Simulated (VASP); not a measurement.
# CdSe: convergence, self-consistent run

CdSe, P1 (no. 1), 2 atoms in the cell. PBE; PAW potentials Cd, Se (PBE set). VASP 6.6.1. The atoms are moved at random off their ideal places.

Wanted: energy within 1 meV/atom; forces within 0.005 eV/Å; pressure within 0.1 GPa.

POSCAR:
```
CdSe
1.0
    0.0000000000      3.0702711986      3.0702711986
    3.0702711986      0.0000000000      3.0702711986
    3.0702711986      3.0702711986      0.0000000000
Cd Se
1 1
Direct
    0.0045730000     -0.0040460000     -0.0012710000
    0.2469020000      0.2480020000      0.2529230000
```

## FFT grids and symmetry tolerance typed by hand

| FFT grids and symmetry tolerance typed by hand | Energy less reference (meV/atom) | Forces, largest deviation (eV/Å) | Pressure (GPa) | SCF iterations | Time (s) |
|---|---|---|---|---|---|
| default | 0.0 | 0.0000 | 1.59 | 14 | 21 |
| NGX, NGY, NGZ = 42, 42, 42 | 0.0 | 0.0002 | 1.59 | 14 | 58 |
| NGX, NGY, NGZ = 26, 26, 26 | 0.0 | 0.0006 | 1.59 | 14 | 22 |
| NGX, NGY, NGZ = 22, 22, 22 | 0.0 | 0.0006 | 1.59 | 14 | 13 |
| NGX, NGY, NGZ = 18, 18, 18 | -0.4 | 0.0037 | 1.61 | 14 | 12 |
| NGXF, NGYF, NGZF = 50, 50, 50 | 0.0 | 0.0002 | 1.59 | 14 | 21 |
| NGXF, NGYF, NGZF = 98, 98, 98 | 0.0 | 0.0003 | 1.59 | 14 | 25 |
| SYMPREC = 0.001 | -0.7 | 0.0050 | 1.59 | 16 | 16 |
| SYMPREC = 1e-08 | 0.0 | 0.0000 | 1.59 | 14 | 22 |
| EWALD_CUTOFF = 2.0 | -1538.1 | 0.1348 | -23.20 | 14 | 25 |
| EWALD_CUTOFF = 8.0 | 0.0 | 0.0000 | 1.59 | 14 | 24 |

Chosen: NGX, NGY, NGZ = 22, 22, 22, the fastest of those that stay within half of the tolerance.

## The input

INCAR:
```
SYSTEM = CdSe
PREC = Accurate
ENCUT = 520
EDIFF = 1E-7
ISMEAR = 0
SIGMA = 0.02
LREAL = .False.
LASPH = .True.
ALGO = Normal
NELM = 100
ISIF = 2
LWAVE = .False.
LCHARG = .False.
NGX = 22
NGY = 22
NGZ = 22
```

KPOINTS:
```
k-points
0
Gamma
  6 6 6
```

Commands:
```
cat potpaw_PBE.64/Cd/POTCAR potpaw_PBE.64/Se/POTCAR > POTCAR
mpirun -np 1 vasp_std > vasp.out
```

The chosen input took VASP 6.6.1 13 s on 1 core (Intel Xeon 6975P-C (Granite Rapids)), a shared host.

## An input that fails: an FFT grid typed too coarse

It runs to its end, but against the unchanged starting input it is off by 42.2 meV/atom in the energy, 0.0348 eV/Å in the forces, 0.21 GPa in the pressure.

Changes against the starting input:
```
+ NGX = 12
+ NGY = 12
+ NGZ = 12
```
